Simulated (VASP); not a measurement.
Here is a VASP 6.6.1 calculation.

The input INCAR:

```
SYSTEM = FeSi
  PREC = Accurate
  ENCUT = 600
  EDIFF = 1E-6
  ISMEAR = 0
  SIGMA = 0.03
  LREAL = .FALSE.
  LASPH = .TRUE.
  NELM = 80
  ALGO = Normal
  ISIF = 3
  LWAVE = .FALSE.
  LCHARG = .FALSE.
  GGA = PS
  IBRION = 2
  NSW = 90
  EDIFFG = -0.01
  KPAR = 4
```

The input KPOINTS:

```
regular mesh
0
G
  8 8 8
  0 0 0
```

The input POSCAR:

```
FeSi
1.0
    4.5507000000      0.0000000000      0.0000000000
    0.0000000000      4.5507000000      0.0000000000
    0.0000000000      0.0000000000      4.5507000000
Fe Si
4 4
Direct
    0.1365200000      0.1365200000      0.1365200000
    0.3634800000      0.8634800000      0.6365200000
    0.6365200000      0.3634800000      0.8634800000
    0.8634800000      0.6365200000      0.3634800000
    0.8424000000      0.8424000000      0.8424000000
    0.6576000000      0.1576000000      0.3424000000
    0.3424000000      0.6576000000      0.1576000000
    0.1576000000      0.3424000000      0.6576000000
```

Potentials or basis: VASP PAW PBE potentials, release 64 (Fe, Si).

The run is started by

```bash
$ cat potpaw_PBE.64/Fe/POTCAR potpaw_PBE.64/Si/POTCAR > POTCAR
$ mpirun -np 4 vasp_std > vasp.out
```

**Question.** Estimate the space group after relaxing (to 0.05 Å).

**Answer.** P2_13 (No. 198).

**Question.** What does it give for the relaxed volume?

**Answer.** 10.70 Å³/atom.

Final structure:
```xyz
8
Lattice="4.4067 0.0000 0.0000 0.0000 4.4067 0.0000 0.0000 0.0000 4.4067" Properties=species:S:1:pos:R:3 pbc="T T T"
Fe    0.6044    0.6044    0.6044
Fe    1.5989    3.8022    2.8077
Fe    2.8077    1.5989    3.8022
Fe    3.8022    2.8077    1.5989
Si    3.7060    3.7060    3.7060
Si    2.9040    0.7006    1.5027
Si    1.5027    2.9040    0.7006
Si    0.7006    1.5027    2.9040
```

Caveat: the PAW data sets were made with another functional, which shifts forces and pressure a little. Spin polarisation is off, so any magnetic state and its effect on volume and gap are missing.
